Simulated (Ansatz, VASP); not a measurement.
# Two plane-wave programs on Y

INCAR

```
SYSTEM = Y
PREC = Accurate
ENCUT = 520
EDIFF = 1E-6
ISMEAR = 0
SIGMA = 0.15
LREAL = .FALSE.
LASPH = .TRUE.
NELM = 80
ALGO = Normal
ISIF = 2
LWAVE = .FALSE.
LCHARG = .FALSE.
GGA = PS
NBANDS = 12
```

File KPOINTS:

```
Automatic mesh
0
G
  16 16 16
  0 0 0
```

POSCAR

```
Y
1.0
    0.0000000000      2.3856000000      2.3856000000
    2.3856000000      0.0000000000      2.3856000000
    2.3856000000      2.3856000000      0.0000000000
Y
1
Direct
    0.0000000000      0.0000000000      0.0000000000
```

Input for Ansatz:

```yaml
crystal:
  lattice:
    - [0.0, 2.3856, 2.3856]
    - [2.3856, 0.0, 2.3856]
    - [2.3856, 2.3856, 0.0]
  atoms:
    - { symbol: "Y", position: [0.0, 0.0, 0.0] }
basis:
  ecutwfc: 420
kpoints:
  mp_grid: { grid: [16, 16, 16] }
hamiltonian:
  xc: pbesol
scf:
  occupations: { method: gaussian, width: 0.15 }
output:
  forces: true
  stress: true
  eigenvalues: true
```

Change from the starting cell: strain -0.040 along x and y, -0.040 along z, atoms carried along.

Alike in both runs: task single point; functional PBEsol; k mesh 16 × 16 × 16; occupations gaussian, width 0.15 eV; no spin polarisation.

```csv
,VASP,Ansatz
version,VASP 6.6.1,Ansatz 0.2.0
potentials or method,"VASP PAW PBE potentials, release 64 (Y_sv)","scalar-relativistic, plane waves, PAW"
plane-wave cutoff (eV),520,420
valence electrons in the cell,11,11
```

Ansatz gave:

| Quantity | Value |
| --- | --- |
| gap on the k mesh at the Fermi level (eV) | none |
| pressure (GPa) | 6.5 |

Which values does VASP return?

gap on the k mesh at the Fermi level (eV): none; pressure (GPa): 6.3.

A gap of «none» marks a metal or a gap that the smearing closes. The functional is the same, so the differences come from potentials, cutoffs and numerics.

Caveats: the PAW data sets were made with another functional, which shifts forces and pressure a little (VASP).
